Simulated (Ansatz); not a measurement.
`O[SiH](O)[AlH2]` + `N=C(N)O` → `N/C(O)=[N]\[AlH2]` + `O[SiH2]O`  (cleavage of the Al–Si bond)

Gas-phase electronic energies from Ansatz, PBE0-D4/def2-TZVP geometries. CCSD(T)/CBS adds triple-zeta CCSD(T) − MP2 to the extrapolated MP2 energy (def2 sets, frozen cores). Functionals use def2-TZVPP. B3LYP here is the variant with VWN-RPA as its local correlation; programs differ in this. Each species was taken in one conformer, which may not be the lowest.

`O[SiH](O)[AlH2]`:

```xyz
9

O    -0.412    1.569    1.093
Si   -0.274   -0.056    0.802
O     1.100   -0.714    1.451
Al   -0.369   -0.501   -1.636
H     0.127    2.168    0.576
H    -1.365   -0.651    1.609
H     1.931   -0.558    1.002
H     0.776    0.105   -2.570
H    -1.513   -1.362   -2.328
```

`N=C(N)O`:

Cartesian coordinates in Å:
```
N -0.684 0.194 1.175
C 0.003 0.020 0.123
N -0.220 0.732 -1.017
O 1.052 -0.823 -0.064
H -0.351 -0.358 1.957
H -1.093 1.228 -1.042
H 0.097 0.325 -1.880
H 1.195 -1.317 0.748
```

`N/C(O)=[N]\[AlH2]`:

Cartesian coordinates in Å:
```
N 1.381 -1.215 0.246
C 0.562 -0.369 -0.433
O 0.912 -0.354 -1.744
N -0.393 0.287 0.042
Al -1.716 1.117 0.789
H 1.354 -1.171 1.247
H 2.233 -1.516 -0.193
H 0.283 0.235 -2.175
H -3.131 0.406 0.872
H -1.486 2.581 1.351
```

`O[SiH2]O`:

Z-matrix (Å, degrees):
```
Si
O 1 1.642
O 1 1.642 2 113.5
H 1 1.481 2 111.5 3 116.9
H 1 1.481 2 103.8 3 -121.2
H 2 0.958 1 117.7 3 -66.0
H 3 0.958 1 117.7 2 -66.0
```

(1) Is it downhill or uphill in electronic energy at CCSD(T)/CBS, and by how much? (Best estimate.)

(2) What do these levels give: PBE-D4, PBE0-D4, B3LYP-D4, r2SCAN, HF/def2-TZVPP, SCS-MP2/def2-TZVPP, CCSD/def2-TZVPP, CCSD(T)/def2-TZVPP, SCS-MP2/def2-QZVPP, HF/CBS(def2), MP2/CBS(def2), CCSD/CBS(def2)? (Best estimate.)

Largest T1 diagnostic among the species: 0.014.

Answers

(1) Computed: Downhill: ΔE = -137.2 kJ/mol.

(2) The calculation gave: PBE-D4 -119.2, PBE0-D4 -125.7, B3LYP-D4 -140.2, r2SCAN -139.1, HF/def2-TZVPP -152.6, SCS-MP2/def2-TZVPP -149.4, CCSD/def2-TZVPP -139.5, CCSD(T)/def2-TZVPP -138.2, SCS-MP2/def2-QZVPP -148.9, HF/CBS(def2) -152.8, MP2/CBS(def2) -150.6, CCSD/CBS(def2) -138.5 kJ/mol.

From PBE to PBE0 (25 % exact exchange), in def2-TZVPP and without D4, ΔE moves by −6.6 kJ/mol.
